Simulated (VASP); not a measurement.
Set up this calculation in VASP 6.6.1, as the native input.

| Property | Result |
| --- | --- |
| Task | relaxation of the atoms |
| Functional | RPBE |
| Potentials or basis | VASP PAW PBE potentials, release 64 (Hf_pv) |
| Cutoff | 520 eV |
| k mesh | 9 × 9 × 9 |
| Occupations | methfessel-paxton, width 0.1 eV |
| Spin | no spin polarisation |
| Further INCAR settings | ALGO = Normal; EDIFF = 1e-06; IBRION = 2; EDIFFG = -0.005; NSW = 40 |

The structure of Hf lies in POSCAR:

```
Hf
1.0
    2.9138100000      0.0000000000      0.0000000000
    0.0000000000      2.9138100000      0.0000000000
    0.0000000000      0.0000000000      2.9138100000
Hf
1
Direct
    0.5000000000      0.5000000000      0.5000000000
```

The cell was built by a generator and needn't be a form met in nature.

These files were run (other wordings do the same):

INCAR

```
SYSTEM = Hf
ALGO = Normal ; EDIFF = 1E-6
EDIFFG = -0.005 ; ENCUT = 520
GGA = RP ; IBRION = 2
ISIF = 2 ; ISMEAR = 1
LASPH = .True. ; LCHARG = .False.
LREAL = .False. ; LWAVE = .False.
NELM = 60 ; NSW = 40
PREC = Accurate ; SIGMA = 0.1
```

KPOINTS

```
k-points
0
Gamma
  9 9 9
  0 0 0
```

Potentials or basis: VASP PAW PBE potentials, release 64 (Hf_pv).

Launch:

```bash
$ cat potpaw_PBE.64/Hf_pv/POTCAR > POTCAR
$ mpirun -np 1 vasp_std > vasp.out
```

Results of the run:

The pressure after relaxing is 2.2 GPa and the band gap on the k mesh is none (metal or under the smearing width).

Caveat: the relaxation stopped at its first step, so nothing moved; the PAW data sets were made with another functional, which shifts forces and pressure a little.

It took 3 s on 1 thread of Intel(R) Xeon(R) 6975P-C (Granite Rapids), on a shared host, peak memory 0.13 GiB.
